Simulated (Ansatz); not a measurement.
## Two Ansatz runs on HgSe

The cell was built from the zincblende type and relaxed in the same program; it needn't be a known or the stable phase. The listed cell was then made from it by scaling, straining or moving an atom.

First run: DFT, PBE, PAW with Ansatz's default frozen-core files, scalar-relativistic (Ansatz 0.2.0).

Command: `ansatz run input.yaml --threads 1 --pin off --max-ram 2048MiB --backend cpu --events-out ev --progress --plain --runs-dir out` The run took about 7.9 s on 1 thread of a shared machine.

```yaml
crystal:
  lattice:
    - [0.0, 3.0884649553, 3.0884649553]
    - [3.0884649553, 0.0, 3.0884649553]
    - [3.0884649553, 3.0884649553, 0.0]
  atoms:
    - { symbol: Hg, position: [0.0, 0.0, 0.0] }
    - { symbol: Se, position: [0.25, 0.25, 0.25] }
kpoints:
  mp_grid: { grid: [11, 11, 11] }
scf:
  occupations: { method: fermi_dirac, width: 0.03 }
hamiltonian:
  xc: pbe
  pseudopotentials: { kind: paw }
output:
  forces: true
  stress: true
  eigenvalues: true
  efg: { contact_densities: true }
  write_density: true
  write_potential: true
  elf: true
  volumetric_format: npy
```

Result: converged; pressure 1.89 GPa; no gap on the k mesh; 6 SCF iterations.

Spin–orbit coupling is left out, though it moves levels of the heavy atoms by tenths of an eV or more.

The input is then changed:

```diff
@@ -12,5 +12,5 @@
   occupations: { method: fermi_dirac, width: 0.03 }
 hamiltonian:
-  xc: pbe
+  xc: rpbe
   pseudopotentials: { kind: paw }
 output:
@@ -19,7 +19,5 @@
   eigenvalues: true
   efg: { contact_densities: true }
-  write_density: true
-  write_potential: true
-  elf: true
-  volumetric_format: npy
+basis:
+  ecutwfc: "18.4 Ry"
```

Problem. Predict the outcome of the changed run.

Solution. It converged; pressure 4.05 GPa; no gap on the k mesh; 7 SCF iterations. Some of these settings are too coarse for converged properties.
